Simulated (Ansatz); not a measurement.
# H7C16F: the cost of one run

All numbers below are computed with Ansatz 0.2.0 (DFT PBE+D3(BJ), plane waves, PAW, scalar-relativistic, no spin polarisation).

1 further run of the same task is left out (it didn't finish).

## 1. The structure to begin with

The cell holds 24 atoms (C16H7F): a = 5.049 Å, b = 5.049 Å, c = 15.776 Å, α = 90.00°, β = 90.00°, γ = 60.00°.

Coordinates:

```xyz
24
Lattice="5.0487 0.0000 0.0000 2.5244 4.3723 0.0000 0.0000 0.0000 15.7764" Properties=species:S:1:pos:R:3 pbc="T T T"
H     1.2622    0.7287    1.0000
H     3.7866    0.7287    1.0000
H     2.5244    2.9149    1.0000
H     5.0487    2.9149    1.0000
C     1.2622    0.7287    2.1000
C     3.7866    0.7287    2.1000
C     2.5244    2.9149    2.1000
C     5.0487    2.9149    2.1000
C     0.0000    1.4574    2.6153
C     2.5244    1.4574    2.6153
C     1.2622    3.6436    2.6153
C     3.7866    3.6436    2.6153
C     0.0000    1.4574    4.1611
C     2.5244    1.4574    4.1611
C     1.2622    3.6436    4.1611
C     3.7866    3.6436    4.1611
C     0.0000    0.0000    4.6764
C     2.5244    0.0000    4.6764
C     1.2622    2.1862    4.6764
C     3.7866    2.1862    4.6764
H     1.2622    2.1862    5.7764
H     3.7866    2.1862    5.7764
F     3.2737    1.4115    6.6364
H     4.0879    1.1675    7.0364
```

## 2. Relaxing end A

File input.yaml:

```yaml
crystal:
  lattice:
    - [5.048742, 0.0, 0.0]
    - [2.524371, 4.372339, 0.0]
    - [0.0, 0.0, 15.776426]
  atoms:
    - { symbol: H, position: [0.1666667, 0.1666667, 0.0633857] }
    - { symbol: H, position: [0.6666667, 0.1666667, 0.0633857] }
    - { symbol: H, position: [0.1666667, 0.6666667, 0.0633857] }
    - { symbol: H, position: [0.6666667, 0.6666667, 0.0633857] }
    - { symbol: C, position: [0.1666667, 0.1666667, 0.13311] }
    - { symbol: C, position: [0.6666667, 0.1666667, 0.13311] }
    - { symbol: C, position: [0.1666667, 0.6666667, 0.13311] }
    - { symbol: C, position: [0.6666667, 0.6666667, 0.13311] }
    - { symbol: C, position: [-0.1666667, 0.3333333, 0.1657717] }
    - { symbol: C, position: [0.3333333, 0.3333333, 0.1657717] }
    - { symbol: C, position: [-0.1666667, 0.8333333, 0.1657717] }
    - { symbol: C, position: [0.3333333, 0.8333333, 0.1657717] }
    - { symbol: C, position: [-0.1666667, 0.3333333, 0.2637569] }
    - { symbol: C, position: [0.3333333, 0.3333333, 0.2637569] }
    - { symbol: C, position: [-0.1666667, 0.8333333, 0.2637569] }
    - { symbol: C, position: [0.3333333, 0.8333333, 0.2637569] }
    - { symbol: C, position: [0.0, 0.0, 0.2964186] }
    - { symbol: C, position: [0.5, 0.0, 0.2964186] }
    - { symbol: C, position: [0.0, 0.5, 0.2964186] }
    - { symbol: C, position: [0.5, 0.5, 0.2964186] }
    - { symbol: H, position: [0.0, 0.5, 0.3661429] }
    - { symbol: H, position: [0.5, 0.5, 0.3661429] }
    - { symbol: F, position: [0.4870018, 0.3228296, 0.4206546] }
    - { symbol: H, position: [0.6761811, 0.2670094, 0.4460089] }
basis:
  ecutwfc: 420.0
kpoints:
  mp_grid: { grid: [3, 3, 1] }
hamiltonian:
  xc: pbe
  dispersion: d3bj
  pseudopotentials: { kind: paw, azcp: { folder: soft_1 } }
scf:
  occupations: { method: fermi_dirac, width: 0.02 }
  lower_state_search: "off"
relax:
  f_tol: 0.03
  max_steps: 60
  adjacent_minimum: "off"
  constraints: [{ sites: [0, 1, 2, 3, 4, 5, 6, 7, 8, 9, 10, 11] }]
output:
  write_density: true
  write_potential: true
  elf: true
  volumetric_format: npy
```

Command:

```bash
ansatz run input.yaml --threads 1 --pin off --max-ram 3072MiB --backend cpu --events-out ev --progress --plain --runs-dir out
```

**Question.** How long does this run take on 1 thread of Arm Neoverse V2, shared host, and how much memory does it need?

About 7 min, with a peak of 0.51 GiB.
